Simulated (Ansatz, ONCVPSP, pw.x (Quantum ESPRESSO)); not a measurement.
## P (Z = 15): one change to the ONCV potential, in the atom and in the bcc crystal

- Element: P (Z = 15)
- Generator: ONCVPSP 4.0.1.1 (patched build)
- Type: optimised norm-conserving Vanderbilt (ONCV)
- Functional: PBE
- Relativity: scalar-relativistic
- Frozen core: [Ne]
- Valence charge: 5
- Reference configuration: 3s2 3p3
- Partial waves: 3s: rc 1.50 bohr, ncon 4, nbas 8, qcut 4.3 1/bohr, 1 projector; 3p: rc 1.65 bohr, ncon 4, nbas 8, qcut 4.4 1/bohr, 1 projector; d scattering state at 0.04 Ha: rc 1.40 bohr, ncon 4, nbas 9, qcut 8.2 1/bohr, 2 projectors, debl 0.5 Ha
- Local potential: polynomial inside 1.05 bohr (lpopt 5, dvloc0 -1 Ha)
- Core correction: polynomial model core, fcfact 0.75

Change: local potential polynomial inside 1.10 bohr (lpopt 5, dvloc0 0 Ha).

Cutoffs, loose and tight: the cutoffs (Ha) at which the residual kinetic energy of the hardest occupied pseudo-wave falls to 1 and 0.1 mHa per electron. They do not see the model core or the augmentation charge, which bear on the density cutoff. Test errors are all-electron minus pseudo excitation energies from the reference, over the configurations 3s2 3p2; 3s2 3p1; 3s2 3p0; 3s0 3p5; variants that change the core or the reference have their own tests.

Crystal test: bcc P in pw.x 7.5, no spin, 15³ k-points, Fermi–Dirac smearing 0.01 Ry, cutoffs set for each file from its atomic test. The reference is all-electron LAPW (Ansatz 0.2.0) with the same functional, mesh and smearing; V0 and B0 come from Birch–Murnaghan fits to the pressures at five volumes. Errors are pseudo minus all-electron; Δ is the rms difference of the E(V) curves that follow from these fits, minima aligned, over ±6 % about the mean V0. Mesh and smearing are coarse, so the numbers serve the comparison and aren't converged zero-temperature values; the lattice is a test structure that the element need not adopt.

All-electron: a0 = 3.052 Å (V0 = 14.22 Å³/atom), B0 = 95.6 GPa.

Does the change bring the crystal closer to the all-electron result?

The mean pressure error goes from -0.85 to -3.17 GPa, so the change moves the solid further from the all-electron pressures.

| quantity | base | changed |
| --- | --- | --- |
| outcome (atom) | generated | generated |
| cutoff, loose (atom) | 10 Ha | 10 Ha |
| cutoff, tight (atom) | 44 Ha | 44 Ha |
| bound ghosts (atom) | none | s |
| largest test error (meV) (atom) | +125 | 4 of 4 tests not solved or not reliable |
| cutoffs in pw.x (Ry) | 105/420 | 105/420 |
| a0 (Å) | 3.043 | 3.017 |
| a0 error (%) | -0.30 | -1.16 |
| B0 error (%) | +1.2 | +3.1 |
| Δ (meV/atom) | 2.7 | 10.3 |
| mean pressure error (GPa) | -0.85 | -3.17 |

Base: The generator flags a localised state at positive energy (s at 24 eV). Changed file: This is a poor potential for the solid. Note: ghosts flagged at negative energy: s at -16.1 eV; no localised positive-energy state flagged. A true bound ghost makes a file unfit for plane-wave use. Atomic configuration tests: 4 of 4 tests not solved or not reliable.
